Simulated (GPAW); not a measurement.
# A GW chain in GPAW: BN (P6_3mc)

How does a plane-wave GW calculation on BN (P6_3mc) run from the first input to the gap?

Method: PBE and many-body steps on it, plane waves, in GPAW 26.7.0.

The database entry behind the starting cell has ideal inner coordinates that were not refined, so it need not match the best structure at ambient conditions.

## (1) Set-up

Symmetry: P6_3mc, No. 186, hexagonal system. Conventional cell: a = 2.536 Å, b = 2.536 Å, c = 4.199 Å, α = 90.00°, β = 90.00°, γ = 120.00°. B has 4 N at 1.56 to 1.57 Å nearest. N has 4 B at 1.56 to 1.57 Å nearest. Farther neighbours and most contacts between anions are not listed.

The cell and positions come from the Crystallography Open Database and are kept as given unless a step says otherwise. This is not the form that BN usually takes at ambient conditions.

## (2) Ground state

This step: GPAW 26.7.0; DFT, PBE, plane waves, PAW.

The ground-state density comes first.

Input file run.py:

```python
import json
import numpy as np
from gpaw.mpi import world
from ase import Atoms
from gpaw import GPAW, PW, FermiDirac

atoms = Atoms(['B', 'B', 'N', 'N'],
    cell=[[2.5360000000, 0.0000000000, 0.0000000000],
      [-1.2680000000, 2.1962404240, 0.0000000000],
      [0.0000000000, 0.0000000000, 4.1990000000]],
    scaled_positions=[[0.6666666667, 0.3333333333, 0.0000000000],
      [0.3333333333, 0.6666666667, 0.5000000000],
      [0.6666666667, 0.3333333333, 0.3750000000],
      [0.3333333333, 0.6666666667, 0.8750000000]],
    pbc=(True, True, True))
calc = GPAW(mode=PW(600),
    xc='PBE',
    kpts={'size': (9, 9, 6), 'gamma': True},
    occupations=FermiDirac(0.001),
    nbands=-8,
    convergence={'density': 1e-6, 'bands': -3},
    maxiter=100,
    txt='gs.txt')
atoms.calc = calc
res = {'energy': atoms.get_potential_energy()}
kpts = calc.get_ibz_k_points()
res['kpts'] = kpts
res['eigenvalues'] = [calc.get_eigenvalues(kpt=k) for k in range(len(kpts))]
res['n_electrons'] = calc.get_number_of_electrons()
calc.write('gs.gpw')

if world.rank == 0:
    with open('result.json', 'w') as f:
        json.dump(res, f, default=lambda x: x.tolist())
```

Started as:

```bash
$ mpirun -n 4 gpaw python run.py
```

Numbers of over 12 decimals in the logs are rounded to 6 here.

What it wrote:

```text
__  _  _
 | _ |_)|_||  |
 |__||  | ||/\| - 26.7.0

Input parameters:
  mode=PW(ecut=600.0),
  convergence={'density': 1e-06, 'bands': -3},
  kpts=MonkhorstPack(size=(9, 9, 6), gamma=True),
  maxiter=100,
  nbands=-8,
  occupations=Occupations(name='fermi-dirac', width=0.001, fixmagmom=False),
  xc=XC(name='PBE')
  [... matrices ...]
Diagonalizing LCAO Hamiltonian
Converting LCAO to pw mode

        N
        B

          N
          B

Atoms  # Å, Bohr magnetons
|   | symbol |         x |        y |        z |    initial magnetic moments |
| 0 |      B |  1.268000 | 0.732080 | 0.000000 | ( 0.0000,  0.0000,  0.0000) |
| 1 |      B | -0.000000 | 1.464160 | 2.099500 | ( 0.0000,  0.0000,  0.0000) |
| 2 |      N |  1.268000 | 0.732080 | 1.574625 | ( 0.0000,  0.0000,  0.0000) |
| 3 |      N | -0.000000 | 1.464160 | 3.674125 | ( 0.0000,  0.0000,  0.0000) |

Unit cell  # Å
| periodic |         x |        y |        z |  lengths |     angles |
|      yes |  2.536000 | 0.000000 | 0.000000 | 2.536000 |  90.000000 |
|      yes | -1.268000 | 2.196240 | 0.000000 | 2.536000 |  90.000000 |
|      yes |  0.000000 | 0.000000 | 4.199000 | 4.199000 | 120.000000 |

Number of symmetries: 6
Symmetry operations  # r_c * U_cc + t_c -> r_c
|   | kind |            matrix            |
| 0 |  σ   |  1, 1, 0,  0,-1, 0,  0, 0, 1 |
| 1 |  E   |  1, 0, 0,  0, 1, 0,  0, 0, 1 |
| 2 |  C3  |  0, 1, 0, -1,-1, 0,  0, 0, 1 |
| 3 |  σ   |  0,-1, 0, -1, 0, 0,  0, 0, 1 |
| 4 |  σ   | -1, 0, 0,  1, 1, 0,  0, 0, 1 |
| 5 |  C3  | -1,-1, 0,  1, 0, 0,  0, 0, 1 |

BZ-sampling:
  Number of BZ points: 486
  Number of IBZ points: 62

  Monkhorst-Pack size: [9, 9, 6]
  Monkhorst-Pack shift: [0.0, 0.0, 0.083333]

K-points  # in reciprocal-cell coordinates
|     |                                coordinates |     weight |
|   0 | (  0.00000000,   0.00000000,   0.00000000) | 0.00205761 |
|   1 | (  0.00000000,   0.00000000,   0.16666667) | 0.00411523 |
|   2 | (  0.00000000,   0.00000000,   0.33333333) | 0.00411523 |
|   3 | (  0.00000000,   0.00000000,   0.50000000) | 0.00205761 |
|   4 | (  0.11111111,   0.00000000,  -0.33333333) | 0.01234568 |
|   5 | (  0.11111111,   0.00000000,  -0.16666667) | 0.01234568 |
|   6 | (  0.11111111,   0.00000000,   0.00000000) | 0.01234568 |
|   7 | (  0.11111111,   0.00000000,   0.16666667) | 0.01234568 |
|   8 | (  0.11111111,   0.00000000,   0.33333333) | 0.01234568 |
|   9 | (  0.11111111,   0.00000000,   0.50000000) | 0.01234568 |
| ... |                                            |            |
|  61 | (  0.44444444,   0.44444444,   0.50000000) | 0.01234568 |

Plane wave coefficients: 801
Cutoff: 600.0 eV

Spin-components: 1 (collinear spins)
Bands:           16
Projectors:      20
Spin-degeneracy: 2
Datatype:        complex128

  Storage: CPU
  Wave functions: 12_078_592 bytes (3_019_648 per core)
  Projectors: 17_362_976 bytes (4_340_744 per core)
  [... matrices ...]
Parallelization:
  kpt:    4
  domain: 1
  band:   1

Density:
  Valence electrons: 16.0
  Components: 1
  Grid points: [15 15 24]
  Charge: 0.0  # |e|

Potential:
  Grid points: [15 15 24]

species:
  B:
    name:    Boron
    Z:       5.0
    valence: 3
    core:    2
    charge:  0.0  # [|e|]
    compensation charges:
      type: gauss
      rc: 0.20  # [Å]
      lmax: 2
    cutoffs:
      filter: 1.14  # [Å]
      core: 1.38  # [Å]
    projectors
    | kind |    occ | energy [eV] | rcut [Å] |
    |   2s |  2.000 |      -9.443 |    0.635 |
    |   2p |  1.000 |      -3.606 |    0.635 |
    |    s |        |      17.768 |    0.635 |
    |    p |        |      23.605 |    0.635 |
    |    d |        |       0.000 |    0.635 |

    Using partial waves for B as LCAO basis

  N:
    name:    Nitrogen
    Z:       7.0
    valence: 5
    core:    2
    charge:  0.0  # [|e|]
    compensation charges:
      type: gauss
      rc: 0.18  # [Å]
      lmax: 2
    cutoffs:
      filter: 1.11  # [Å]
      core: 0.96  # [Å]
    projectors
    | kind |    occ | energy [eV] | rcut [Å] |
    |   2s |  2.000 |     -18.583 |    0.603 |
    |   2p |  3.000 |      -7.089 |    0.529 |
    |    s |        |       8.629 |    0.603 |
    |    p |        |      20.123 |    0.529 |
    |    d |        |       0.000 |    0.577 |

    Using partial waves for N as LCAO basis

Reference energy: -4302.422143  # eV

eigensolver:
  PPCG
  Converge bands: -3
  niter=2

density mixing:
  MSR1-Mixer
  Pratt-step length: 0.05
  Maximum mixing coefficient: 0.75
  Old densities: 10
  SVD Regularization: 0.005
  Good broyden scale: 1.0
  Trust region scale: 1.0
  Backstep threshold: 4.0
  History deletion threshold: 6.0
  Fourier metric: weight=20.0, sigma=0.015

occupation numbers:
  Fermi-Dirac:
    width: 0.0010  # eV

poisson solver:
  ecut: 4800.0  # eV

xc functional:
  name: PBE with 2 nearest neighbor stencil

Initialization done in: 1.081 s

convergence criteria:
- Maximum integral of absolute [dens]ity change: 1e-06 electrons / valence electron
- Maximum [total energy] change in last 3 cyles: 0.0005 eV / valence electron
- Maximum integral of absolute [eigenst]ate change: 4e-08 eV^2 / valence electron
maximum number of iterations: 100

SCF iterations
|iter     |     time |      energy | eigst |  dens |
|iter:   1|  |  -36.206464 | +1.03 |       |
|iter:   2|  |  -35.871265 | -0.66 | -0.74 |
|iter:   3|  |  -34.578166 | -0.73 | -0.78 |
|iter:   4|  |  -34.560608 | -2.01 | -1.38 |
|iter:   5|  |  -34.559905 | -2.72 | -1.83 |
|iter:   6|  |  -34.560059c| -4.13 | -2.57 |
|iter:   7|  |  -34.560059c| -5.37 | -3.54 |
|iter:   8|  |  -34.560059c| -6.53 | -4.27 |
|iter:   9|  |  -34.560059c| -7.43c| -5.17 |
|iter:  10|  |  -34.560059c| -7.93c| -6.01c|

Converged in 10 steps
SCF loop duration: 2.491 s (0.249 s/step)
Energy contributions relative to reference atoms: (reference = -4302.422143)
  [... matrices ...]
Energy contributions:
  Kinetic:          32.932243
  Coulomb:         -30.383957
  Zero:             -0.001399
  External:          0.000000
  Xc:              -37.106947
  Entropy:          -0.000000
  Spinorbit:         0.000000
  ----------------------------
  Free energy:     -34.560059
  Extrapolated:    -34.560059

dipole moment: (0.000000, 0.000000, -4.430365)  # |e|*Ang

Fermi level: 13.409
Eigenvalues  # (at kpt = [0.000, 0.000, 0.000])
| band index |      eig [eV] | occ [0-2] |
|          0 |       -10.135 |     2.000 |
|          1 |        -5.948 |     2.000 |
|          2 |        -0.615 |     2.000 |
|          3 |         8.274 |     2.000 |
|          4 |         8.274 |     2.000 |
|          5 |        10.167 |     2.000 |
|          6 |        10.426 |     2.000 |
|          7 |        10.427 |     2.000 |
|          8 |        18.850 |     0.000 |
|          9 |        18.850 |     0.000 |
|         10 |        19.030 |     0.000 |
|         11 |        20.085 |     0.000 |
|         12 |        21.352 |     0.000 |
|         13 |        22.403 |     0.000 |
|         14 |        22.403 |     0.000 |
|         15 |        26.756 |     0.000 |

Gap: 5.175 eV
Transition (v -> c):
  (s=0, k=0, n=7, [0.00, 0.00, 0.00]) -> (s=0, k=32, n=8, [0.33, 0.33, 0.00])
Direct/indirect transitions are different
Direct gap: 8.339 eV
Transition at: (s=0, k=6, n=7, [0.11, 0.00, 0.00])
# Writing to gs.gpw (mode='')
  [... matrices ...]
```

Run time: 5.1 s. Hardware: 4 MPI ranks of Arm Neoverse V2, shared host; peak memory 0.61 GiB.

Numbers from this step:

* total energy: -34.56 eV
* gap: 5.175 eV
* k of the valence top: 0, 0, 0
* k of the conduction bottom: 0.3333, 0.3333, 0
* least direct gap: 8.339 eV

The gap is indirect, with the least direct gap 3.16 eV higher.

## (3) Bands along the symmetry lines

The cheap functional maps the bands first; the places of the edges decide which points the dearer methods must see.

Input file run.py:

```python
import json
import numpy as np
from gpaw.mpi import world
from gpaw import GPAW

path = [[0.000000, 0.000000, 0.000000],
    [0.062500, 0.000000, 0.000000],
    [0.125000, 0.000000, 0.000000],
    [0.187500, 0.000000, 0.000000],
    [0.250000, 0.000000, 0.000000],
    [0.312500, 0.000000, 0.000000],
    [0.375000, 0.000000, 0.000000],
    [0.437500, 0.000000, 0.000000],
    [0.500000, 0.000000, 0.000000],
    [0.479167, 0.041667, 0.000000],
    [0.458333, 0.083333, 0.000000],
    [0.437500, 0.125000, 0.000000],
    [0.416667, 0.166667, 0.000000],
    [0.395833, 0.208333, 0.000000],
    [0.375000, 0.250000, 0.000000],
    [0.354167, 0.291667, 0.000000],
    [0.333333, 0.333333, 0.000000],
    [0.291667, 0.291667, 0.000000],
    [0.250000, 0.250000, 0.000000],
    [0.208333, 0.208333, 0.000000],
    [0.166667, 0.166667, 0.000000],
    [0.125000, 0.125000, 0.000000],
    [0.083333, 0.083333, 0.000000],
    [0.041667, 0.041667, 0.000000],
    [0.000000, 0.000000, 0.000000],
    [0.000000, 0.000000, 0.062500],
    [0.000000, 0.000000, 0.125000],
    [0.000000, 0.000000, 0.187500],
    [0.000000, 0.000000, 0.250000],
    [0.000000, 0.000000, 0.312500],
    [0.000000, 0.000000, 0.375000],
    [0.000000, 0.000000, 0.437500],
    [0.000000, 0.000000, 0.500000],
    [0.062500, 0.000000, 0.500000],
    [0.125000, 0.000000, 0.500000],
    [0.187500, 0.000000, 0.500000],
    [0.250000, 0.000000, 0.500000],
    [0.312500, 0.000000, 0.500000],
    [0.375000, 0.000000, 0.500000],
    [0.437500, 0.000000, 0.500000],
    [0.500000, 0.000000, 0.500000],
    [0.479167, 0.041667, 0.500000],
    [0.458333, 0.083333, 0.500000],
    [0.437500, 0.125000, 0.500000],
    [0.416667, 0.166667, 0.500000],
    [0.395833, 0.208333, 0.500000],
    [0.375000, 0.250000, 0.500000],
    [0.354167, 0.291667, 0.500000],
    [0.333333, 0.333333, 0.500000],
    [0.291667, 0.291667, 0.500000],
    [0.250000, 0.250000, 0.500000],
    [0.208333, 0.208333, 0.500000],
    [0.166667, 0.166667, 0.500000],
    [0.125000, 0.125000, 0.500000],
    [0.083333, 0.083333, 0.500000],
    [0.041667, 0.041667, 0.500000],
    [0.000000, 0.000000, 0.500000],
    [0.500000, 0.000000, 0.500000],
    [0.500000, 0.000000, 0.437500],
    [0.500000, 0.000000, 0.375000],
    [0.500000, 0.000000, 0.312500],
    [0.500000, 0.000000, 0.250000],
    [0.500000, 0.000000, 0.187500],
    [0.500000, 0.000000, 0.125000],
    [0.500000, 0.000000, 0.062500],
    [0.500000, 0.000000, 0.000000],
    [0.333333, 0.333333, 0.500000],
    [0.333333, 0.333333, 0.437500],
    [0.333333, 0.333333, 0.375000],
    [0.333333, 0.333333, 0.312500],
    [0.333333, 0.333333, 0.250000],
    [0.333333, 0.333333, 0.187500],
    [0.333333, 0.333333, 0.125000],
    [0.333333, 0.333333, 0.062500],
    [0.333333, 0.333333, 0.000000]]
calc = GPAW('gs.gpw').fixed_density(kpts=path,
    symmetry='off',
    nbands=18,
    convergence={'bands': 14},
    txt='bands.txt')
res = {}
kpts = calc.get_ibz_k_points()
res['kpts'] = kpts
res['eigenvalues'] = [calc.get_eigenvalues(kpt=k) for k in range(len(kpts))]
res['n_electrons'] = calc.get_number_of_electrons()

if world.rank == 0:
    with open('result.json', 'w') as f:
        json.dump(res, f, default=lambda x: x.tolist())
```

Started as:

```bash
$ mpirun -n 4 gpaw python run.py
```

What it wrote:

```text
Diagonalizing LCAO Hamiltonian
Converting LCAO to pw mode
convergence criteria:
- Maximum integral of absolute [eigenst]ate change: 4e-08 eV^2 / valence electron
maximum number of iterations: 100

SCF iterations
|iter     |     time |      energy | eigst |  dens |
|iter:   1|  |             | +1.14 |       |
|iter:   2|  |             | -0.57 |       |
|iter:   3|  |             | -1.90 |       |
|iter:   4|  |             | -3.00 |       |
|iter:   5|  |             | -4.13 |       |
|iter:   6|  |             | -5.18 |       |
|iter:   7|  |             | -6.39 |       |
|iter:   8|  |             | -7.47c|       |
SCF steps: 8
  __  _  _
 | _ |_)|_||  |
 |__||  | ||/\| - 26.7.0

Input parameters:
  mode=PW(ecut=600.0),
  convergence={'bands': 14},
  gpts=array([15, 15, 24]),
  kpts=KPoints(kpts=array([[0.      , 0.      , 0.      ],
         [0.0625  , 0.      , 0.      ],
         [0.125   , 0.      , 0.      ],
         [0.1875  , 0.      , 0.      ],
[...]
[0.479167, 0.041667, 0.      ],
         [0.458333, 0.083333, 0.      ],
[...]
[0.416667, 0.166667, 0.      ],
[...]
[0.5     , 0.      , 0.0625  ],
         [0.5     , 0.      , 0.      ],
[...]
[0.333333, 0.333333, 0.125   ],
         [0.333333, 0.333333, 0.0625  ],
         [0.333333, 0.333333, 0.      ]])),
  maxiter=100,
  nbands=18,
  occupations=Occupations(name='fermi-dirac', width=0.001, fixmagmom=False),
  parallel={},
  symmetry=Symmetry(point_group=False, time_reversal=False),
  xc=XC(name='PBE')
  [... matrices ...]
timing:  # [seconds]
  Total: 0.025  # ━━━━━━━━━━━━━━━━━━━━━━━━━━━━━━━━━━━━━━━━━━━━━━━━━━━━━━━━━━━
```

The job ended after 4.9 s (4 MPI ranks; peak memory 0.64 GiB).

Numbers from this step:

- gap: 5.175 eV
- k of the valence top: 0, 0, 0
- k of the conduction bottom: 0.3333, 0.3333, 0
- least direct gap: 8.345 eV

The gap is 5.175 eV, as in the run before at this level.

Electronic bands along the path, in eV, zero at the top of the highest filled band; v1 is the highest filled band, c1 the lowest empty one:

```
    point     v4     v3     v2     v1    c1     c2     c3     c4
        Γ  -2.15  -0.26   0.00   0.00  8.42   8.42   8.60   9.66
  halfway  -3.86  -3.81  -1.62  -1.18  7.35   9.40  10.18  11.08
        M  -6.98  -5.05  -4.47  -2.16  6.75   8.00  10.69  11.59
  halfway  -6.61  -6.55  -4.65  -3.66  6.39   9.43  11.80  13.21
        K  -7.28  -5.55  -5.48  -5.48  5.18  13.55  13.55  13.97
  halfway  -5.76  -3.68  -2.24  -1.98  8.43   9.01  10.34  11.66
        Γ  -2.15  -0.26   0.00   0.00  8.42   8.42   8.60   9.66
  halfway  -1.89  -1.89  -0.39  -0.39  8.86   8.86   9.26   9.64
        A  -1.20  -1.20  -1.20  -1.20  9.59   9.59   9.99   9.99
  halfway  -4.14  -4.14  -2.71  -2.71  7.95   7.95  11.37  11.37
        L  -3.83  -3.83  -3.62  -3.62  6.61   6.61  10.09  10.09
  halfway  -5.82  -5.82  -3.24  -3.24  8.02   8.02  11.04  11.04
        H  -7.85  -7.85  -3.07  -3.07  9.36   9.36  10.22  10.22
  halfway  -4.38  -4.38  -3.52  -3.52  8.90   8.90  10.83  10.83
        A  -1.20  -1.20  -1.20  -1.20  9.59   9.59   9.99   9.99
jump to L  -3.83  -3.83  -3.62  -3.62  6.61   6.61  10.09  10.09
  halfway  -5.55  -4.72  -3.54  -2.72  6.85   6.88  11.07  11.82
        M  -6.98  -5.05  -4.47  -2.16  6.75   8.00  10.69  11.59
jump to H  -7.85  -7.85  -3.07  -3.07  9.36   9.36  10.22  10.22
  halfway  -8.30  -6.37  -4.10  -4.10  6.76  10.97  10.97  13.18
        K  -7.28  -5.55  -5.48  -5.48  5.18  13.55  13.55  13.97
```

## (4) Empty states on the mesh, 6×6×4 mesh, 47 bands

The sums over transitions need many empty states on a uniform mesh; this step solves for them.

Input file run.py:

```python
import json
import numpy as np
from gpaw.mpi import world
from gpaw import GPAW

calc = GPAW('gs.gpw').fixed_density(kpts={'size': (6, 6, 4), 'gamma': True},
    nbands=54,
    convergence={'bands': 47},
    txt='nscf.txt')
calc.write('full.gpw', mode='all')
res = {}
kpts = calc.get_ibz_k_points()
res['kpts'] = kpts
res['eigenvalues'] = [calc.get_eigenvalues(kpt=k) for k in range(len(kpts))]
res['n_electrons'] = calc.get_number_of_electrons()

if world.rank == 0:
    with open('result.json', 'w') as f:
        json.dump(res, f, default=lambda x: x.tolist())
```

Started as:

```bash
$ mpirun -n 4 gpaw python run.py
```

What it wrote:

```text
Diagonalizing LCAO Hamiltonian
Converting LCAO to pw mode
convergence criteria:
- Maximum integral of absolute [eigenst]ate change: 4e-08 eV^2 / valence electron
maximum number of iterations: 100

SCF iterations
|iter     |     time |      energy | eigst |  dens |
|iter:   1|  |             | +4.00 |       |
|iter:   2|  |             | +2.83 |       |
|iter:   3|  |             | +1.77 |       |
[...]
|iter:  11|  |             | -6.32 |       |
|iter:  12|  |             | -6.86 |       |
|iter:  13|  |             | -7.56c|       |
SCF steps: 13
  __  _  _
 | _ |_)|_||  |
 |__||  | ||/\| - 26.7.0

Input parameters:
  mode=PW(ecut=600.0),
  convergence={'bands': 47},
  gpts=array([15, 15, 24]),
  kpts=MonkhorstPack(size=(6, 6, 4), gamma=True),
  maxiter=100,
  nbands=54,
  occupations=Occupations(name='fermi-dirac', width=0.001, fixmagmom=False),
  parallel={},
  xc=XC(name='PBE')
# Writing to full.gpw (mode='all')
  [... matrices ...]

timing:  # [seconds]
  Total: 0.030  # ━━━━━━━━━━━━━━━━━━━━━━━━━━━━━━━━━━━━━━━━━━━━━━━━━━━━━━━━━━━
```

The job ended after 6.7 s (4 MPI ranks; peak memory 0.64 GiB).

Numbers from this step:

```
gap                                                           : 5.175 eV
k of the valence top                                          : 0, 0, 0
k of the conduction bottom                                    : 0.3333, 0.3333, 0
least direct gap                                              : 8.379 eV
k points computed                                             : 24
lowest point of the top converged band, above the valence top : 63.8846 eV
```

On this mesh the gap is 5.175 eV.

[end of part 1 of 2]

[Paths, hosts, dates, memory and timing lines, banners, echoed tables and standing remarks are left out of the program output.]

[Logs are printed without paths, hosts, clocks, repeated set-up lines and the standing remarks that a program may print on its own settings, such as how far it seeks lower states.]

[Runs of the session that timed out or met a known fault of the program may be left out.]

[Hosts, paths, dates, database ids (printed as entryN), source tags and the programs' standing remarks are cut or masked in the printed files.]
